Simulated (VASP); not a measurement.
# HgTe (Coloradoite): single point with PBE

The system is HgTe (Coloradoite).

```
Hg Te
1.0
     0.00000    3.21450    3.21450
     3.21450    0.00000    3.21450
     3.21450    3.21450    0.00000
Hg Te
1 1
Direct
  0.00000 0.00000 0.00000
  0.75000 0.75000 0.75000
```

```yaml
Program: VASP 6.6.1
Task: single point
Functional: PBE
Potentials_or_basis: VASP PAW PBE potentials, release 64 (Hg_sv_GW, Te_GW)
Cutoff: 450 eV
k_mesh: 4 × 4 × 4
Occupations: gaussian, width 0.02 eV
Spin: no spin polarisation
Further_INCAR_settings: ALGO = Normal; EDIFF = 1e-06; NBANDS = 20
```

```
Pressure               : 3.9 GPa
Band gap on the k mesh : none (metal or under the smearing width)
```

Levels at points of the mesh, in eV from the Fermi level:
```csv
k point,band 10,band 11,band 12,band 13,band 14,band 15,band 16,band 17
"(0.00, 0.00, 0.00)",-6.93,-0.71,-0.01,-0.01,-0.01,4.19,4.19,4.19
"(0.50, 0.00, 0.00)",-6.61,-5.62,-1.03,-1.03,0.69,5.02,5.02,6.82
"(0.50, 0.50, 0.00)",-6.45,-5.55,-2.35,-2.35,1.88,2.43,8.25,8.94
```

It took 9.7 s on 1 thread of Intel(R) Xeon(R) Platinum 8375C CPU @ 2.90GHz (Ice Lake) (shared host), peak memory 0.18 GiB.

Caveat: the k mesh is coarse (spacing up to 0.42 Å⁻¹), so the values aren't converged. The run has no spin-orbit coupling, so splittings on Hg, Te are missing.
